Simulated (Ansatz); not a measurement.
## Ge under changes of volume

One of the cells (22.639 Å³/atom); the others are scaled copies at fixed shape and fractional positions:

```
CELL_PARAMETERS angstrom
0.00000 2.82891 2.82891
2.82891 0.00000 2.82891
2.82891 2.82891 0.00000
ATOMIC_POSITIONS crystal
Ge 0.75000 0.75000 0.75000
Ge 0.50000 0.50000 0.50000
```

* Program: Ansatz 0.2.0
* Functional: LDA
* Potentials or basis: Ansatz PAW
* Cutoff: 420 eV (not typed: the program's choice for these potentials)
* k mesh: 8 × 8 × 8
* Occupations: fermi-dirac, width 0.05 eV
* Spin: no spin polarisation

| volume (Å³/atom) | energy over the lowest point (meV/atom) | pressure (GPa) |
| --- | --- | --- |
| 21.281 | ? | ? |
| 21.733 | 2.22 | 1.6 |
| 22.186 | 0.00 | 0.1 |
| 22.639 | 1.73 | -1.3 |
| 23.092 | 7.15 | -2.5 |
| 23.545 | 15.87 | -3.6 |
| 23.997 | 27.54 | -4.6 |

Problem. What does the run at 21.281 Å³/atom give?

Solution. Energy over the lowest point 9.05 meV/atom; pressure 3.3 GPa.

Worked out: A Birch-Murnaghan fit of order 3 (a polynomial in V^(-2/3)) to the other rows has its minimum at 22.21 Å³/atom with B0 = V·E''(V) = 69 GPa and B' = 3.7. It gives 8.86 meV/atom at 21.281 Å³/atom, against the run's 9.05, and -dE/dV = 3.2 GPa, against 3.3.

Energies are extrapolated to zero smearing.

Caveats: the PAW data sets come from PBE, with cores solved anew for the run's functional, which leaves a small shift of forces and pressure.
